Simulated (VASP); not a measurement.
# C in VASP: single point with PBE+D3(BJ)

Aim: the single point of C with PBE+D3(BJ).

Everything below comes from runs of VASP 6.6.1. Logs are shortened: lines on timing, memory, paths and dates and some standing lists are left out, and cuts for length are marked.

## Step 1: The slab as given

The cell holds a slab with vacuum, 19 atoms: a = 7.398 Å, b = 7.398 Å, c = 12.000 Å, α = 90.00°, β = 90.00°, γ = 120.00°.

The cell was built by a generator and needn't be a form met in nature.

## Step 2: Single point, PBE+D3(BJ), collinear spin, typed start

The input, INCAR:

```
SYSTEM = C
PREC     = Accurate       ! precision mode
ENCUT    = 520            ! plane-wave cutoff, eV
EDIFF    = 1E-7           ! SCF threshold, eV
ISMEAR   = -1             ! smearing method
SIGMA    = 0.02           ! smearing width, eV
LREAL    = Auto         
LASPH    = .TRUE.         ! aspherical terms in the spheres
NELM     = 150            ! most SCF steps
ALGO     = Normal         ! electronic algorithm
ISIF     = 2              ! what is computed and relaxed
LWAVE    = .FALSE.        ! write WAVECAR
LCHARG   = .FALSE.        ! write CHGCAR
ISPIN    = 2              ! spin polarisation
MAGMOM   = 0 0 0 0 0 0 0 0 0 0 0 0 0 0 0 0 0 0 1 ! initial moments
LORBIT   = 11             ! projections on sites
GGA      = PE             ! functional
IVDW     = 12             ! dispersion correction
NBANDS   = 57             ! bands
```

The input, KPOINTS:

```
Automatic mesh
0
G
  2 2 1
  0 0 0
```

The input, POSCAR:

```
C
1.0
    7.3980000000      0.0000000000      0.0000000000
   -3.6990000000      6.4068560000      0.0000000000
    0.0000000000      0.0000000000     12.0000000000
C
19
Direct
   -0.0029515926      0.0003805622      0.0766830371
    0.2168965890      0.1102461711      0.0774035673
   -0.0036256004      0.3331264922      0.0751337515
    0.2154096044      0.4395154719      0.0835909756
   -0.0035661641      0.6670168988      0.0758987052
    0.2156214499      0.7795744735      0.0844644625
    0.3285007889     -0.0008068791      0.0816093237
    0.5529180307      0.1115962189      0.0811956501
    0.3282930627      0.3328491923      0.0812384261
    0.5528031815      0.4452893552      0.0815691777
    0.3208251813      0.6618608443      0.1096363789
    0.5606794666      0.7825894187      0.1095200735
    0.6658620246      0.0049803179      0.0837211875
    0.8849675103      0.1113611433      0.0751783935
    0.6643895443      0.3342065579      0.0773620055
    0.8842629512      0.4440787520      0.0766857694
    0.6657072509      0.6648593917      0.0840679828
    0.8849060059      0.7774449543      0.0757731412
    0.4410209147      0.7218157626      0.2192673908
```

Potentials or basis: VASP PAW PBE potentials, release 64 (C).

Command:

```console
$ cat potpaw_PBE.64/C/POTCAR > POTCAR
$ mpirun -np 1 vasp_std > vasp.out
```

OUTCAR:

```text
SYSTEM = C
   PREC = Accurate
   ENCUT = 520
   EDIFF = 1E-7
   ISMEAR = -1
   LREAL = Auto
   LASPH = .TRUE.
   NELM = 150
   ISIF = 2
   ISPIN = 2
   LORBIT = 11
   GGA = PE
   IVDW = 12
 IVDW          = 12

 ion  position               nearest neighbor table
   1  0.997  0.000  0.077-   2 1.41  18 1.43  14 1.43
   2  0.217  0.110  0.077-   1 1.41   9 1.43   7 1.43
   3  0.996  0.333  0.075-   4 1.41  14 1.42  16 1.43
   4  0.215  0.440  0.084-   9 1.41   3 1.41  11 1.46
   5  0.996  0.667  0.076-   6 1.41  18 1.42  16 1.43
   6  0.216  0.780  0.084-   7 1.41   5 1.41  11 1.46
   7  0.329  0.999  0.082-   6 1.41   2 1.43   8 1.44
   8  0.553  0.112  0.081-  13 1.41  15 1.43   7 1.44
   9  0.328  0.333  0.081-   4 1.41   2 1.43  10 1.44
  10  0.553  0.445  0.082-  17 1.41  15 1.43   9 1.44
  11  0.321  0.662  0.110-   4 1.46   6 1.46  19 1.52  12 1.54
  12  0.561  0.783  0.110-  13 1.46  17 1.46  19 1.52  11 1.54
  13  0.666  0.005  0.084-   8 1.41  14 1.41  12 1.46
  14  0.885  0.111  0.075-  13 1.41   3 1.42   1 1.43
  15  0.664  0.334  0.077-  16 1.41   8 1.43  10 1.43
  16  0.884  0.444  0.077-  15 1.41   5 1.43   3 1.43
  17  0.666  0.665  0.084-  10 1.41  18 1.41  12 1.46
  18  0.885  0.777  0.076-  17 1.41   5 1.42   1 1.43
  19  0.441  0.722  0.219-  12 1.52  11 1.52

  LATTYP: Found a hexagonal cell.
 ALAT       =     7.3980000000
 C/A-ratio  =     1.6220600162

  Lattice vectors:

 A1 = (   7.3980000000,   0.0000000000,   0.0000000000)
 A2 = (  -3.6990000000,   6.4068560000,   0.0000000000)
 A3 = (   0.0000000000,   0.0000000000,  12.0000000000)

Analysis of symmetry for initial positions (statically):
=====================================================================
 Subroutine PRICEL returns:
 Original cell was already a primitive cell.

 Routine SETGRP: Setting up the symmetry group for a
 hexagonal supercell.

 Subroutine GETGRP returns: Found  1 space group operations
 (whereof  1 operations were pure point group operations)
 out of a pool of 24 trial point group operations.

The static configuration has the point symmetry C_1 .

Analysis of symmetry for dynamics (positions and initial velocities):
=====================================================================
 Subroutine PRICEL returns:
 Original cell was already a primitive cell.

 Routine SETGRP: Setting up the symmetry group for a
 hexagonal supercell.

 Subroutine GETGRP returns: Found  1 space group operations
 (whereof  1 operations were pure point group operations)
 out of a pool of 24 trial point group operations.
[... 170 lines left out ...]
  ext. energy  EPLUGINS =         0.00000000
  ---------------------------------------------------
  free energy    TOTEN  =      -168.69361436 eV

  energy without entropy =     -168.68535487  energy(sigma->0) =     -168.68948461

 E-fermi :  -2.2194     XC(G=0):  -3.8543

 val. band max:       -2.2200581663   @ k =   0.5000   0.5000   0.0000
 cond. band min:      -2.0555142362   @ k =   0.0000   0.0000   0.0000
 fundamental gap:      0.1645439301
 Fermi energy:        -2.2193843749

 spin component 1

 k-point     1 :       0.0000    0.0000    0.0000
  band No.  band energies     occupation
      1     -21.8839      1.00000
      2     -20.1335      1.00000
      3     -19.1432      1.00000
      4     -19.0871      1.00000
      5     -19.0309      1.00000
      6     -18.9662      1.00000
[... 201 lines left out ...]
     49       3.9027      0.00000
     50       4.1496      0.00000
 Fermi energy:        -2.2193843749

 spin component 2

 k-point     1 :       0.0000    0.0000    0.0000
  band No.  band energies     occupation
      1     -21.8428      1.00000
      2     -20.0607      1.00000
      3     -19.1291      1.00000
      4     -19.0719      1.00000
      5     -19.0083      1.00000
      6     -18.9591      1.00000
[... 201 lines left out ...]
     49       3.9233      0.00000
     50       4.1686      0.00000
 [bands above 50 left out]

------------------------ aborting loop because EDIFF is reached ----------------------------------------

 Edisp (eV)   -1.71039

 E8    (eV) :    -0.5323

  FORCE on cell =-STRESS in cart. coord.  units (eV):
  Direction    XX          YY          ZZ          XY          YZ          ZX
  --------------------------------------------------------------------------------------
  -------------------------------------------------------------------------------------
  Total       3.25675     4.69594    -0.07826    -1.06459     0.00461    -0.01810
  in kB       9.17390    13.22795    -0.22044    -2.99883     0.01298    -0.05099
  external pressure =        7.39 kB  Pullay stress =        0.00 kB

 VOLUME and BASIS-vectors are now :
 -----------------------------------------------------------------------------
  energy-cutoff  :      520.00
  volume of cell :      568.78
      direct lattice vectors                 reciprocal lattice vectors
     7.398000000  0.000000000  0.000000000     0.135171668  0.078041398  0.000000000
    -3.699000000  6.406856000  0.000000000     0.000000000  0.156082796  0.000000000
     0.000000000  0.000000000 12.000000000     0.000000000  0.000000000  0.083333333

 POSITION                                       TOTAL-FORCE (eV/Angst)
 -----------------------------------------------------------------------------------
      7.37476      0.00244      0.92020        -0.013317      0.000139     -0.014730
      1.19680      0.70633      0.92884        -0.003962      0.000944     -0.005048
      6.13894      2.13429      0.90161         0.003517      0.045465      0.007095
     -0.03217      2.81591      1.00309         0.020170     -0.009416     -0.015786
      4.90432      4.27348      0.91078         0.038686      0.015270      0.004574
     -1.28848      4.99462      1.01357        -0.027932      0.003365     -0.041000
[... 11 lines left out ...]
      3.67077      4.98098      0.90928        -0.020544     -0.010664     -0.003268
      0.59268      4.62457      2.63121        -0.005478      0.008584      0.050922
 -----------------------------------------------------------------------------------
    total drift:                               -0.021781     -0.000914     -0.022839

  FREE ENERGIE OF THE ION-ELECTRON SYSTEM (eV)
  ---------------------------------------------------
  free  energy   TOTEN  =      -170.4040020360 eV

  energy  without entropy=     -170.3957425408  energy(sigma->0) =     -170.39987229

 total charge

# of ion       s       p       d       tot
------------------------------------------
    1        0.861   1.798   0.000   2.659
    2        0.863   1.791   0.000   2.654
    3        0.866   1.788   0.000   2.655
    4        0.866   1.779   0.000   2.645
    5        0.866   1.787   0.000   2.653
    6        0.865   1.778   0.000   2.643
[... 11 lines left out ...]
   18        0.866   1.787   0.000   2.653
   19        0.986   1.295   0.000   2.281
--------------------------------------------------
tot         16.486  33.476   0.000  49.962

 magnetization (x)

# of ion       s       p       d       tot
------------------------------------------
    1       -0.000   0.001   0.000   0.001
    2       -0.000  -0.001   0.000  -0.002
    3        0.000   0.006   0.000   0.006
    4        0.002   0.007   0.000   0.009
    5        0.000   0.006   0.000   0.007
    6        0.002   0.007   0.000   0.009
[... 11 lines left out ...]
   18        0.000   0.006   0.000   0.006
   19        0.011   0.162   0.000   0.173
--------------------------------------------------
tot          0.022   0.241   0.000   0.263
```

OSZICAR:

```text
N       E                     dE             d eps       ncg     rms          rms(c)
DAV:   1     0.609818993726E+03    0.60982E+03   -0.30148E+04   920   0.105E+03
DAV:   2    -0.832139157011E+02   -0.69303E+03   -0.66253E+03  1351   0.260E+02
[... 21 lines left out ...]
DAV:  24    -0.168693611505E+03   -0.29535E-05   -0.24143E-07   870   0.103E-03    0.306E-04
DAV:  25    -0.168693612936E+03   -0.14311E-05   -0.10620E-07   727   0.737E-04    0.217E-04
DAV:  26    -0.168693614010E+03   -0.10740E-05   -0.10689E-07   668   0.660E-04    0.105E-04
DAV:  27    -0.168693614198E+03   -0.18806E-06   -0.12726E-08   695   0.372E-04    0.674E-05
DAV:  28    -0.168693614319E+03   -0.12157E-06   -0.84221E-09   731   0.244E-04    0.297E-05
DAV:  29    -0.168693614361E+03   -0.41654E-07   -0.27044E-09   672   0.149E-04
   1 F= -.17040400E+03 E0= -.17039987E+03  d E =-.825950E-02  mag=     0.5035
```

Run time: 7.3 min. Hardware: 1 thread of Intel Xeon Platinum 8488C (Sapphire Rapids), shared host; peak memory 0.84 GiB.

What came out:

* Free energy: -170.4040 eV
* Largest force: 0.068 eV/Å
* Band gap on the k mesh: none (metal or under the smearing width)
* Net moment: 0.50 μB per cell
* Site moments: C +0.00, -0.00, +0.01, -0.01, +0.17 μB
* Valence electrons inside the program's atomic spheres: C 2.66, 2.65, 2.64, 2.28
* Dispersion energy per atom: -0.090 eV

Forces on the atoms (eV/Å):
```
C   -0.013  0.000 -0.015
C   -0.004  0.001 -0.005
C    0.004  0.045  0.007
C    0.020 -0.009 -0.016
C    0.039  0.015  0.005
C   -0.028  0.003 -0.041
C   -0.013 -0.026  0.007
C    0.024 -0.003  0.023
C    0.002  0.000  0.007
C    0.006  0.000 -0.012
C   -0.065  0.004  0.018
C    0.053 -0.017  0.023
C   -0.004  0.017 -0.039
C   -0.025 -0.047  0.012
C    0.010  0.010  0.002
C    0.008 -0.002 -0.009
C    0.012  0.012 -0.015
C   -0.021 -0.011 -0.003
C   -0.005  0.009  0.051
```

Caveat: the k mesh is coarse (spacing up to 0.49 Å⁻¹), so the values aren't converged.
